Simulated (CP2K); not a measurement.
Runs of CP2K 2026.2 on MgO2. Symmetry: R-3m, No. 166, trigonal system. The conventional cell has a = 3.210 Å, b = 3.210 Å, c = 10.482 Å, α = 90.00°, β = 90.00°, γ = 120.00°. Mg (site symmetry -3m) is surrounded by 6 O at 2.11 Å. O (site symmetry 3m) has 1 O at 1.49 Å as nearest neighbours. The cell comes from a database or a generator and needn't be the stable form of this composition.

| task | level | potentials or basis | cell | k mesh | smearing | EPS_DEFAULT | NGRIDS | EXTRAPOLATION | optimiser | most steps | gap on the mesh (eV) | pressure (GPa) | largest force (eV/Å) |
| --- | --- | --- | --- | --- | --- | --- | --- | --- | --- | --- | --- | --- | --- |
| relaxation of cell and atoms | LDA | GTH_POTENTIALS Mg GTH-PADE-q10, O GTH-PADE-q6; TZVP-MOLOPT-PBE-GTH basis | relaxed | 8 × 8 × 8 | fermi-dirac 0.0259 eV | 1.0E-10 | 5 | USE_PREV_P | BFGS | 40 | 2.51 | 0.0 | - |
| band structure | r2SCAN | POTENTIAL_UZH Mg GTH-SCAN-q10, O GTH-SCAN-q6; TZVP-MOLOPT-SCAN-GTH basis | as given | 10 × 10 × 10 | fermi-dirac 0.0259 eV | 1.0E-10 | 4 | - | - | - | 2.92 | -3.1 | 0.08 |
| band structure | SCAN | POTENTIAL_UZH Mg GTH-SCAN-q10, O GTH-SCAN-q6; TZVP-MOLOPT-SCAN-GTH basis | as given | 10 × 10 × 10 | fermi-dirac 0.05 eV | 1.0E-9 | 4 | - | - | - | (a) | -3.5 | 0.09 |
| band structure | TASK | POTENTIAL_UZH Mg GTH-SCAN-q10, O GTH-SCAN-q6; TZVP-MOLOPT-SCAN-GTH basis | as given | 10 × 10 × 10 | fermi-dirac 0.05 eV | 1.0E-9 | 5 | - | - | - | (b) | 10.2 | 0.32 |
| band structure | r2SCAN | POTENTIAL_UZH Mg GTH-SCAN-q10, O GTH-SCAN-q6; TZVP-MOLOPT-SCAN-GTH basis | as given | 10 × 10 × 10 | fermi-dirac 0.1 eV | 1.0E-9 | 4 | - | - | - | 2.92 | -3.1 | 0.08 |

Alike in all rows: no spin polarisation.

Question: Fill in the values left out.

Answer: (a) 2.97; (b) 3.43.

Caveats: the basis of atomic orbitals isn't converged, which shifts pressures, moduli and gaps; the potentials were made for another functional, which shifts forces and pressure (some runs).

A k mesh can miss the band edges.

Not every run made on this cell is shown here.
